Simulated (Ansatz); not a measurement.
Question: ZrO2 in space group P4_2/nmc (No. 137; Zr on 2a, O on 4d) is relaxed with PBE (plane waves, PAW; program Ansatz). What lattice parameters of the conventional cell result?

Answer: a = 3.621 Å, c = 5.283 Å.

Question: Give the free coordinates with the occupied sites.

Answer: In one choice of origin and axes:

| atom | site | symmetry | x | y | z |
|---|---|---|---|---|---|
| Zr | 2a | -4m2 | 0.0000 | 0.0000 | 0.0000 |
| O | 4d | 2mm. | 0.5000 | 0.0000 | 0.1928 |

Question: Is it a metal or does it have a gap at this level?

Answer: A gap of 4.03 eV, indirect.

This is a known high-temperature phase of the composition, computed here at zero pressure and temperature. The cell was relaxed with PBE under the symmetry of its start; whether a distortion lowers the energy is not shown. The run is not spin-polarised. Spin–orbit coupling is left out wherever it is not named.

Potentials: the later of the program's two PAW sets.
